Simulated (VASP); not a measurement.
# Ti (I4/mmm) in VASP: further runs

One crystal, Ti, is run at these levels: PBEsol; tasks: single point.

All numbers are computed with VASP 6.6.1; they aren't measurements. Logs are shortened: lines on timing, memory, paths and dates and some standing lists are left out, and cuts for length are marked.

**1. The cell of the first run**

It takes space group I4/mmm (No. 139, tetragonal). The conventional cell has a = 3.101 Å, b = 3.101 Å, c = 4.060 Å, α = 90.00°, β = 90.00°, γ = 90.00°. Ti (site symmetry 4/mmm) has 12 Ti at 2.99 to 3.10 Å as nearest neighbours.

This isn't the form of Ti at room conditions, which is hcp.

**2. Single point, PBEsol (strain +0.080 along x and y, +0.000 along z, atoms carried along)**

Input file INCAR:

```
SYSTEM = Ti
ALGO = Fast
EDIFF = 1E-6
ENCUT = 520
GGA = PS
ISIF = 2
ISMEAR = 0
LASPH = .TRUE.
LCHARG = .FALSE.
LREAL = .FALSE.
LWAVE = .FALSE.
NBANDS = 12
NELM = 100
PREC = Accurate
SIGMA = 0.15
```

Input file KPOINTS:

```
k-points
0
G
  20 20 20
  0 0 0
```

Input file POSCAR:

```
Ti
1.0
    0.0000000000      2.1924000000      2.0300000000
    2.1924000000      0.0000000000      2.0300000000
    2.1924000000      2.1924000000      0.0000000000
Ti
1
Direct
    0.0000000000      0.0000000000      0.0000000000
```

Potentials or basis: VASP PAW PBE potentials, release 64 (Ti_sv).

Run with:

```console
cat potpaw_PBE.64/Ti_sv/POTCAR > POTCAR
mpirun -np 1 vasp_std > vasp.out
```

OUTCAR:

```text
SYSTEM = Ti
   EDIFF = 1E-6
   ENCUT = 520
   GGA = PS
   ISIF = 2
   ISMEAR = 0
   LASPH = .TRUE.
   LREAL = .FALSE.
   NELM = 100
   PREC = Accurate

 ion  position               nearest neighbor table
   1  0.000  0.000  0.000-

  LATTYP: Found a body centered tetragonal cell.
 ALAT       =     3.1005218141
 C/A-ratio  =     1.3094570022

  Lattice vectors:

 A1 = (   0.0000000000,  -2.1924000000,  -2.0300000000)
 A2 = (   0.0000000000,   2.1924000000,  -2.0300000000)
 A3 = (   2.1924000000,   0.0000000000,   2.0300000000)

Analysis of symmetry for initial positions (statically):
=====================================================================
 Subroutine PRICEL returns:
 Original cell was already a primitive cell.

 Routine SETGRP: Setting up the symmetry group for a
 body centered tetragonal supercell.

 Subroutine GETGRP returns: Found 16 space group operations
 (whereof 16 operations were pure point group operations)
 out of a pool of 16 trial point group operations.

The static configuration has the point symmetry D_4h.

Analysis of symmetry for dynamics (positions and initial velocities):
=====================================================================
 Subroutine PRICEL returns:
 Original cell was already a primitive cell.

 Routine SETGRP: Setting up the symmetry group for a
 body centered tetragonal supercell.

 Subroutine GETGRP returns: Found 16 space group operations
 (whereof 16 operations were pure point group operations)
 out of a pool of 16 trial point group operations.

The dynamic configuration has the point symmetry D_4h.

 Subroutine INISYM returns: Found 16 space group operations
 (whereof 16 operations are pure point group operations),
 and found     1 'primitive' translations

----------------------------------------------------------------------------------------

                                     Primitive cell

  volume of cell :      19.5149

  direct lattice vectors                    reciprocal lattice vectors
     0.000000000  2.192400000  2.030000000    -0.228060573  0.228060573  0.246305419
     2.192400000  0.000000000  2.030000000     0.228060573 -0.228060573  0.246305419
     2.192400000  2.192400000  0.000000000     0.228060573  0.228060573 -0.246305419

  length of vectors
     2.987895206  2.987895206  3.100521814     0.405819676  0.405819676  0.405819676
[... 85 lines left out ...]
   ISIF   =      2    stress and relaxation
   ISYM   =      2    0-nonsym 1-usesym 2-fastsym
   POTIM  = 0.5000    time-step for ionic-motion
   TEBEG  =    0.0;   TEEND  =   0.0 temperature during run
   PSTRESS=    0.0 pullay stress
   NELECT =      12.0000    total number of electrons
   NUPDOWN=      -1.0000    fix difference up-down
   EMIN   =  10.00;   EMAX   =-10.00  energy-range for DOS
   EFERMI =   0.00;   METHOD = LEGACY
   ISMEAR =     0;   SIGMA  =   0.15  broadening in eV -4-tet -1-fermi 0-gaus
   EFERMI_NEDOS =   21; number of points for ismear=-14 and -15
   IALGO  =     68    algorithm
   IMIX   =      4    mixing-type and parameters
     AMIX     =   0.40;   BMIX     =  1.00
     AMIX_MAG =   1.60;   BMIX_MAG =  1.00
  volume/ion in A,a.u.               =      19.51       131.69
  Fermi-wavevector in a.u.,A,eV,Ry     =   1.392131  2.630746 26.368474  1.938028
  Thomas-Fermi vector in A             =   2.515903
   LORBIT       =      0    0 simple, 1 ext, 2 COOP (PROOUT), +10 PAW based schemes
   GGA     = PS    functional components
   LHFCALC =     F    Hartree Fock is set to
   AEXX    =    0.0000 exact exchange contribution
   IVDW    =     0    specifies the selected vdW correction
   LEPSILON=     F    determine dielectric tensor
   LRPA    =     F    only Hartree local field effects (RPA)
 non-spin polarized calculation
 RMM-DIIS sequential band-by-band and
 Gauss-broadening in eV      SIGMA  =   0.15
  energy-cutoff  :      520.00
  volume of cell :       19.51
 maximum number of plane-waves:       542
   NGX = 11   NGY = 11   NGZ = 11

 number of electron      12.0000003 magnetization

 Free energy of the ion-electron system (eV)
  ---------------------------------------------------
  ext. energy  EPLUGINS =         0.00000000
  ---------------------------------------------------
  free energy    TOTEN  =        -8.14843155 eV

  energy without entropy =       -8.12411864  energy(sigma->0) =       -8.13627509

 E-fermi :   6.9060     XC(G=0): -11.0910

 val. band max:        6.9036103145   @ k =   0.3000   0.0500   0.0000
 cond. band min:       6.9096049477   @ k =  -0.2500   0.3500   0.1000
 fundamental gap:      0.0059946332
 Fermi energy:         6.9059753301

 k-point     1 :       0.0000    0.0000    0.0000
  band No.  band energies     occupation
      1     -49.7730      2.00000
      2     -25.8404      2.00000
      3     -25.8404      2.00000
      4     -25.8299      2.00000
      5       1.1208      2.00000
      6       7.5711      0.00000
      7       7.5711      0.00000
      8       8.0651      0.00000
      9       8.7827      0.00000
     10       9.3369      0.00000
     11      21.6373      0.00000
     12      24.9462      0.00000
[... 331 lines left out ...]
 k-point    24 :      -0.3500    0.0500    0.0000
  band No.  band energies     occupation
      1     -49.7084      2.00000
      2     -26.2154      2.00000
      3     -25.9087      2.00000
      4     -25.8778      2.00000
      5       4.0547      2.00000
      6       6.9010      1.03726
      7       7.5083      0.00000
      8       7.9832      0.00000
      9       9.5897      0.00000
     10       9.7910      0.00000
     11      15.7818      0.00000
     12      21.2659      0.00000

 [... further k-points ...]

------------------------ aborting loop because EDIFF is reached ----------------------------------------

  FORCE on cell =-STRESS in cart. coord.  units (eV):
  Direction    XX          YY          ZZ          XY          YZ          ZX
  --------------------------------------------------------------------------------------
  -------------------------------------------------------------------------------------
  Total       -1.7727933     -1.7727933     -1.5052615      0.0000000     -0.0000000     -0.0000000
  in kB     -145.5469327   -145.5469327   -123.5824863      0.0000000     -0.0000000     -0.0000000
  external PRESSURE =    -138.2254506 kB  Pullay stress =       0.0000000 kB

 VOLUME and BASIS-vectors are now :
 -----------------------------------------------------------------------------
  energy-cutoff  :      520.00
  volume of cell :       19.51
      direct lattice vectors                 reciprocal lattice vectors
     0.000000000  2.192400000  2.030000000    -0.228060573  0.228060573  0.246305419
     2.192400000  0.000000000  2.030000000     0.228060573 -0.228060573  0.246305419
     2.192400000  2.192400000  0.000000000     0.228060573  0.228060573 -0.246305419

 POSITION                                       TOTAL-FORCE (eV/Angst)
 -----------------------------------------------------------------------------------
      0.00000      0.00000      0.00000        -0.000000      0.000000      0.000000
 -----------------------------------------------------------------------------------
    total drift:                                0.000000     -0.000000     -0.000000

  FREE ENERGIE OF THE ION-ELECTRON SYSTEM (eV)
  ---------------------------------------------------
  free  energy   TOTEN  =        -8.1484315499 eV

  energy  without entropy=       -8.1241186371  energy(sigma->0) =       -8.13627509
```

OSZICAR:

```text
N       E                     dE             d eps       ncg     rms          rms(c)
DAV:   1     0.863637846851E+02    0.86364E+02   -0.65017E+03 15408   0.117E+03
DAV:   2    -0.498445030070E+01   -0.91348E+02   -0.89026E+02 15704   0.295E+02
DAV:   3    -0.939516431322E+01   -0.44107E+01   -0.43610E+01 21664   0.661E+01
[... 12 lines left out ...]
RMM:  16    -0.814842472454E+01   -0.79146E-05   -0.70742E-05 20085   0.388E-02    0.124E-02
RMM:  17    -0.814842796385E+01   -0.32393E-05   -0.28085E-05 18728   0.268E-02    0.121E-02
RMM:  18    -0.814843005140E+01   -0.20876E-05   -0.18860E-05 18177   0.210E-02    0.101E-02
RMM:  19    -0.814843106991E+01   -0.10185E-05   -0.88730E-06 15477   0.153E-02    0.862E-03
RMM:  20    -0.814843154989E+01   -0.47998E-06   -0.51805E-06 15630   0.125E-02
   1 F= -.81484315E+01 E0= -.81362751E+01  d E =-.243129E-01
```

stdout:

```text
POSCAR found type information on POSCAR Ti
 POSCAR found :  1 types and       1 ions
 scaLAPACK will be used
 -----------------------------------------------------------------------------
|                                                                             |
|                                                                             |
|     You enforced a specific xc type in the INCAR file but a different       |
|     I HOPE YOU KNOW WHAT YOU ARE DOING!                                     |
|                                                                             |
 -----------------------------------------------------------------------------

 LDA part: xc-table for (Slater+PW92), standard interpolation
 POSCAR, INCAR and KPOINTS ok, starting setup
 FFT: planning ... GRIDC
 FFT: planning ... GRID_SOFT
 FFT: planning ... GRID
 WAVECAR not read
 entering main loop
WARNING in EDDRMM: call to ZHEGV failed, returncode =   8  4      5
WARNING in EDDRMM: call to ZHEGV failed, returncode =   6  3      6
WARNING in EDDRMM: call to ZHEGV failed, returncode =   6  3      5
WARNING in EDDRMM: call to ZHEGV failed, returncode =   6  3      5
WARNING in EDDRMM: call to ZHEGV failed, returncode =   6  3      8
WARNING in EDDRMM: call to ZHEGV failed, returncode =   6  3      5
WARNING in EDDRMM: call to ZHEGV failed, returncode =   6  3      6
```

It took 67 s on 1 thread of Intel Xeon 6975P-C (Granite Rapids), shared host; peak memory 0.25 GiB.

What came out:

```
Free energy            : -8.1484 eV
Pressure               : -13.8 GPa
Band gap on the k mesh : none (metal or under the smearing width)
```

Caveat: the PAW data sets were made with another functional, which shifts forces and pressure a little.

(Part 1 of 2 ends here.)
